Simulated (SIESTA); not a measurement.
Si2Mo in SIESTA: the effect of strain zz

Crystal: Si2Mo.

```
CELL_PARAMETERS angstrom
-1.60000 1.60000 3.77328
1.60000 -1.60000 3.77328
1.60000 1.60000 -3.77328
ATOMIC_POSITIONS crystal
Mo 0.00000 0.00000 0.00000
Si 0.66700 0.66700 0.00000
Si 0.33300 0.33300 0.00000
```

The cell isn't the ideal one: cell strained along z.

Alike in all runs:

- Program: SIESTA 5.4.2
- Task: band structure
- Functional: PBEsol
- Potentials or basis: PseudoDojo 0.4 standard (PBEsol files)
- Basis: DZP (energy shift 0.003 Ry; two zetas on semicore shells)
- Grid cutoff: 800 Ry
- Energy shift: 0.003 Ry
- k mesh: 12 × 12 × 12
- Occupations: fermi-dirac, width 0.05 eV
- Spin: no spin polarisation

| strain zz | pressure (GPa) | largest force (eV/Å) |
| --- | --- | --- |
| -0.04 | ? | ? |
| -0.02 | 3.6 | 0.26 |
| 0 | -1.3 | 0.29 |
| 0.02 | -5.5 | 0.33 |
| 0.04 | -9.1 | 0.39 |

**Question.** What does the run with strain zz -0.04 give?

**Answer.** Pressure 9.3 GPa; largest force 0.25 eV/Å.

Worked out: A parabola through the other rows of the pressure, of slope -293 GPa per unit of strain zz there, extrapolates to 9.1 GPa, against the run's 9.3. A parabola through the other rows of the largest force, of slope 0.275 eV/Å per unit of strain zz there, extrapolates to 0.25 eV/Å, against the run's 0.25.

Caveats: the basis of atomic orbitals isn't converged, which shifts pressures, moduli and gaps.

Runs at the PBE level aren't shown here.
